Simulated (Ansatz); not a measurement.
The system is CdSe.

```
Cd Se
1.0
     0.00000    2.87396    2.87396
     2.87396    0.00000    2.87396
     2.87396    2.87396    0.00000
Cd Se
1 1
Cartesian
  0.0000 0.0000 0.0000
  2.8740 2.8740 2.8740
```

Measurements of this composition are mostly on another form, of space group No. 186.

```yaml
Program: Ansatz 0.2.0
Task: relaxation of cell and atoms
Functional: revPBE
Dispersion: D3(BJ)
Potentials_or_basis: Ansatz PAW
Cutoff: "420 eV (not typed: the program's choice for these potentials)"
k_mesh: 8 × 8 × 8
Occupations: fermi-dirac, width 0.05 eV
Spin: no spin polarisation
```

At the start: volume 23.74 Å³/atom.

Question: How do energy, volume and symmetry change on relaxing?

Answer: It ends after 5 steps and the volume is 22.25 Å³/atom (-6.3 %); space group Fm-3m (No. 225, to 0.05 Å).

Step by step:
```csv
step,energy change (eV),largest force (eV/Å),volume (Å³)
1,0.0000,0.0000,47.48
2,-0.0228,0.0000,42.69
3,-0.0394,0.0000,44.73
4,-0.0397,0.0000,44.50
5,-0.0389,0.0000,44.50
```

Final structure:
```
CELL_PARAMETERS angstrom
0.00000 2.81258 2.81258
2.81258 0.00000 2.81258
2.81258 2.81258 0.00000
ATOMIC_POSITIONS crystal
Cd 0.00000 0.00000 0.00000
Se 0.50000 0.50000 0.50000
```

Caveat: the plane-wave basis is chosen anew once the cell has moved, so the energies of steps on either side of that aren't comparable; pairwise dispersion overbinds metals, which lowers pressure and volume; the PAW data sets come from PBE, with cores solved anew for the run's functional, which leaves a small shift of forces and pressure.
